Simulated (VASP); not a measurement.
Here is a VASP 6.6.1 calculation.

Contents of POSCAR:

```
Si
1.0
    2.6534959244      0.0000000000      0.0000000000
   -1.3267479622      2.2979948794      0.0000000000
    0.0000000000      0.0000000000      2.4389322453
Si
1
Direct
    0.0000000000      0.0000000000      0.0000000000
```

The input INCAR.step1:

```
SYSTEM = Si
  ALGO = Normal
  EDIFF = 1E-4
  ENCUT = 520
  GGA = PE
  ISMEAR = 0
  LASPH = .TRUE.
  LCHARG = .FALSE.
  LREAL = .FALSE.
  LWAVE = .TRUE.
  NBANDS = 8
  NELM = 100
  PREC = Accurate
  SIGMA = 0.1
```

INCAR.step2

```
SYSTEM = Si
  ALGO = Normal
  EDIFF = 1E-6
  ENCUT = 520
  ISIF = 2
  ISMEAR = 0
  ISTART = 1
  LASPH = .TRUE.
  LCHARG = .FALSE.
  LMIXTAU = .TRUE.
  LREAL = .FALSE.
  LWAVE = .FALSE.
  METAGGA = R2SCAN
  NBANDS = 8
  NELM = 100
  PREC = Accurate
  SIGMA = 0.1
```

File KPOINTS:

```
k-points
0
G
  9 9 6
  0 0 0
```

Potentials or basis: VASP PAW PBE potentials, release 64 (Si).

Command:

```bash
$ cat potpaw_PBE.64/Si/POTCAR > POTCAR
$ cp INCAR.step1 INCAR
$ mpirun -np 1 vasp_std > vasp.out
$ cp INCAR.step2 INCAR
$ mpirun -np 1 vasp_std > vasp.out
```

Question: Estimate the band gap on the k mesh.

Answer: None (metal or under the smearing width).

Question: Estimate the pressure.

Answer: -0.1 GPa.

Stress tensor (GPa, compression positive):
```
 0.01  0.00  0.00
 0.00  0.01  0.00
 0.00  0.00 -0.29
```

Caveat: the k mesh is coarse (spacing up to 0.43 Å⁻¹), so the values aren't converged; the PAW data sets were made with another functional, which shifts forces and pressure a little.
